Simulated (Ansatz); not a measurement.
Te2Mo: course of a relaxation

The calculation used DFT PBE+D3(BJ), scalar-relativistic, plane waves, PAW in Ansatz 0.2.0. Run with 420 eV cutoff, 12×12×2 k-mesh, Gaussian smearing of 0.02 eV, no spin polarisation.

What was changed: relaxed at 5 GPa.

Command:

```bash
ansatz run input.yaml --threads 1 --pin off --max-ram 2560MiB --backend cpu --events-out ev --progress --plain --runs-dir out
```

Input:

```yaml
crystal:
  lattice:
    - [3.4062665142, 0.0, 0.0]
    - [-1.7031332571, 2.9499133334, 0.0]
    - [0.0, 0.0, 13.2099002512]
  atoms:
    - { symbol: Te, position: [0.3333333333, 0.6666666667, 0.1144810511] }
    - { symbol: Te, position: [0.6666666667, 0.3333333333, 0.6144051164] }
    - { symbol: Te, position: [0.6666666667, 0.3333333333, 0.8855189489] }
    - { symbol: Te, position: [0.3333333333, 0.6666666667, 0.3855948836] }
    - { symbol: Mo, position: [0.3333333333, 0.6666666667, 0.7499615276] }
    - { symbol: Mo, position: [0.6666666667, 0.3333333333, 0.2500384724] }
basis:
  ecutwfc: 420
kpoints:
  mp_grid: { grid: [12, 12, 2] }
hamiltonian:
  xc: pbe
  dispersion: d3bj
scf:
  occupations: { method: gaussian, width: 0.02 }
output:
  forces: true
  stress: true
  eigenvalues: true
  write_density: true
  write_potential: true
  elf: true
  volumetric_format: npy
relax:
  adjacent_minimum: "off"
  f_tol: 0.008
  max_steps: 50
  cell: { stress_tol: 0.08, p_target: 5.0 }
```

F is the free energy. Steps run on the plane waves of an earlier cell, but the last one, and at times one on the way, on a freshly chosen basis, so a repeated geometry can differ a little in energy. The relaxation lowers the enthalpy F + PV at the target pressure, so F itself can rise.

At step 2 F + PV rises: a step can overshoot before the optimiser corrects it.

Steps:

```
step F − F(1) (eV) largest force component (eV/Å) V (Å³/atom) P (GPa)
   1         0.0000                           0.736       22.123     8.67
   2         0.5053                           1.964       21.888     0.08
   3        -0.1437                           0.145       22.593     3.58
   4        -0.1091                           0.032       22.363     4.71
   5        -0.0973                           0.013       22.297     5.04
   6        -0.1023                           0.008       22.324     5.00
   7        -0.1014                           0.000       22.319     5.00
   8        -0.1017                           0.000       22.319     5.00
```

Relaxed structure:

```
CELL_PARAMETERS angstrom
3.42309 0.00000 0.00000
-1.71154 2.96448 0.00000
0.00000 0.00000 13.19666
ATOMIC_POSITIONS crystal
Te 0.33333 0.66667 0.11158
Te 0.66667 0.33333 0.61159
Te 0.66667 0.33333 0.88842
Te 0.33333 0.66667 0.38841
Mo 0.33333 0.66667 0.75001
Mo 0.66667 0.33333 0.24999
```

It takes space group P6_3/mmc (No. 194, hexagonal). The conventional cell has a = 3.423 Å, b = 3.423 Å, c = 13.197 Å, α = 90.00°, β = 90.00°, γ = 120.00°. Around Te (site symmetry 3m) lie 3 Mo at 2.69 Å. Around Mo (site symmetry -6m2) lie 6 Te at 2.69 Å.

The run converged. It took 59 s on 1 thread of Intel(R) Xeon(R) 6975P-C (Granite Rapids), on a shared host, peak memory 0.56 GiB.